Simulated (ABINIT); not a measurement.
The system is Eu.

```
Eu
1.0
    -2.30300    2.30300    2.30300
     2.30300   -2.30300    2.30300
     2.30300    2.30300   -2.30300
Eu
1
Cartesian
  0.0000 0.0000 0.0000
```

Base run:

```yaml
Program: ABINIT 10.8.3 (patched build)
Functional: PBE
Potentials_or_basis: JTH PAW PBE v2.0
Cutoff: 544 eV
k_mesh: 8 × 8 × 8
Occupations: fermi-dirac, width 0.05 eV
Spin: collinear spin, ferromagnetic start
Starting_moments: "[7.0] μB"
```

Its results: band gap on the k mesh none (metal or under the smearing width); net moment 7.38 μB per cell; site moments Eu +6.81 μB.

Q: The run is repeated on the same cell with these changes: functional from PBE to r2SCAN; cutoff from 544 eV to 653 eV; fine-grid cutoff from 1088.46 eV to 1251.72 eV. What comes out?

A: Band gap on the k mesh none (metal or under the smearing width); net moment 7.77 μB per cell; site moments Eu +6.91 μB.

Caveats: spin-orbit coupling is left out, which moves the levels of the heavy elements.

Not every run made on this cell is shown here.
